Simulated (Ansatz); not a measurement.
Cd:

```
Cd
1.0
     2.97887    0.00000    0.00000
    -1.48944    2.57978    0.00000
     0.00000    0.00000    5.61765
Cd
2
Direct
  0.66667 0.33333 0.75000
  0.33333 0.66667 0.25000
```

Program: Ansatz 0.2.0. Alike in all runs: cell as given.

Order these runs on this cell by their pressure, lowest first.
A. level exchange-only PBE+d3bjatm; potentials or basis Ansatz PAW; spin non-collinear, program default start, SOC; k mesh 10 × 10 × 5; cutoff (eV) 420; smearing methfessel-paxton 0.025 eV; driver chain; other keys hamiltonian.dispersion = d3bjatm
B. level r2SCAN+D3(BJ); potentials or basis SSSP precision PAW; spin off; k mesh 10 × 10 × 5; cutoff (eV) 1361; smearing tetrahedron; driver chain
C. level revPBE; potentials or basis SSSP efficiency PAW; spin off; k mesh 10 × 10 × 5; cutoff (eV) 1361; smearing fermi-dirac 0.1 eV
D. level PBE0; potentials or basis Ansatz PAW; spin off; k mesh 7 × 7 × 4; cutoff (eV) 420; smearing methfessel-paxton 0.025 eV; driver chain

B (-1.1 GPa), D (1.2 GPa), C (4.8 GPa), A (12.3 GPa).

Caveats: pairwise dispersion overbinds metals, which lowers pressure and volume (some runs); the dispersion damping was fitted for another functional or another form of the correction (some runs); the PAW data sets were made with another functional, which shifts forces and pressure a little (some runs); the potentials were made for another functional, which shifts forces and pressure (some runs); the thresholds are loose for stress (some runs); with tetrahedron occupations forces and stress needn't match the slope of the energy (some runs).

Runs at the PBE level aren't shown here.
